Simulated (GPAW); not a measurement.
Moving the functional in HfO2

```
Hf O
1.0
     4.81353    0.00000    0.00000
     0.00000    4.81353    0.00000
     0.00000    0.00000    3.20542
Hf O
2 4
Cartesian
  2.4068 2.4068 1.6027
  0.0000 0.0000 0.0000
  3.8751 0.9384 1.6027
  3.3452 3.3452 0.0000
  1.4683 1.4683 0.0000
  0.9384 3.8751 1.6027
```

Measurements of this composition are mostly on another form, of space group No. 14.

Kept alike: task band structure; k mesh 4 × 4 × 6; occupations fermi-dirac, width 0.05 eV; no spin polarisation. Program: GPAW, potentials by row: the program's PAW data sets (release 1.2.1) made for this functional (LDA); PAW data sets generated for this functional (PBEsol); GPAW PAW data sets (gpaw-data 1.2.1) (r2SCAN), cutoff 800 eV. The mesh is that of the run's cell of 6 atoms. No spin-orbit coupling.

| functional | band gap (eV) | pressure (GPa) |
| --- | --- | --- |
| LDA | 3.786 | -4.09 |
| PBEsol | 3.881 | 2.80 |
| r2SCAN | 4.544 | 4.09 |

Pressure is positive in compression; the values hold the error of the finite cutoff, so their zero can differ a little from the energy's minimum. Gaps are the smaller of the mesh's and the band path's.

**Question.** What does the functional change here?

**Answer.** The band gap runs from 3.786 (LDA) to 4.544 eV (r2SCAN). The pressure runs from -4.09 (LDA) to 4.09 GPa (r2SCAN). A positive pressure means that the functional's own cell is larger than the one given, a negative one that it is smaller.

The gap and the pressure rise in the same order, but not in the same steps. Going from LDA to PBEsol reverses the sign of the pressure and barely moves the gap, whereas r2SCAN opens the gap markedly with a much smaller further change in pressure. Since the geometry is fixed, the wider gap is an electronic effect and not a result of a different cell volume. In this rutile-type arrangement, formally d⁰ Hf(IV) gives a gap between mainly O 2p valence states and mainly Hf 5d conduction states, and r2SCAN probably separates them further through its orbital-dependent potential. The negative LDA pressure fits that functional's familiar overbinding.

All three gaps lie below those measured for monoclinic HfO2, as expected of semilocal functionals, though the different Hf coordination there prevents a direct measure of the error. The pressures show which way each cell would relax, but say nothing about the stability of this polymorph relative to the monoclinic one.
